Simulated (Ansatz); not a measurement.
**A computed series for CsCl: response to strain**

Base system: CsCl in the CsCl type structure (space group Pm-3m, No. 221; a = 4.1403 Å). Axes: x, y, z lie along the cube axes.

Strains are applied to the cell and any free atomic positions relax; under biaxial strain the out-of-plane vector relaxes too; under stress the whole cell relaxes.

Method: r2SCAN in Ansatz (plane waves to 500 eV, PAW, spin-orbit coupling left out).

Notes on the quantities. pressure: mean of the normal stresses, compression positive.

| change | band gap | electron mass | space group | pressure |
|---|---|---|---|---|
| base | 5.91 eV | 0.36, 1.3 mₑ (at Γ) | Pm-3m (No. 221) | 0.00 GPa |
| biaxial strain +2.21 %, plane normal [001], relaxed out of plane | 5.75 eV | 0.33 mₑ out of plane, 0.41 mₑ in plane (at Γ) | P4/mmm (No. 123) | -0.57 GPa |
| isotropic strain −3.45 % | 5.79 eV | 0.33, 1.2 mₑ (at Γ) | Pm-3m (No. 221) | 2.53 GPa |
| uniaxial strain ε_xx = +1.90 % | 5.85 eV | 0.41 mₑ along x, 0.47 mₑ across (at Γ) | P4/mmm (No. 123) | -0.33 GPa |
| uniaxial strain ε_yy = −2.64 % | 5.79 eV | 1.2 mₑ along y, 0.43 mₑ across (at Γ) | P4/mmm (No. 123) | 0.53 GPa |
| uniaxial strain ε_yy = +2.51 % | 5.81 eV | 0.41 mₑ along y, 0.43 mₑ across (at Γ) | P4/mmm (No. 123) | -0.42 GPa |
| tensor shear ε_yz = −0.75 % | 5.91 eV | – | Cmmm (No. 65) | 0.01 GPa |
| tensor shear ε_xy = −3.05 % | 5.89 eV | – | Cmmm (No. 65) | 0.12 GPa |
| uniaxial stress, 5 GPa tension along z | 4.74 eV | 0.42 mₑ (at Γ) | P4/mmm (No. 123) | – |
| tensor shear ε_xz = +2.16 % | 5.90 eV | 0.36 mₑ along y, 0.79 mₑ across (at Γ) | Cmmm (No. 65) | 0.06 GPa |

Effective masses come from finite differences of ±0.01 Å⁻¹. Stability under load was not tested beyond the relaxation. Under uniaxial stress, 5 GPa tension along z the cell changed shape so far that it is another structure.

Ansatz is an electronic-structure program.
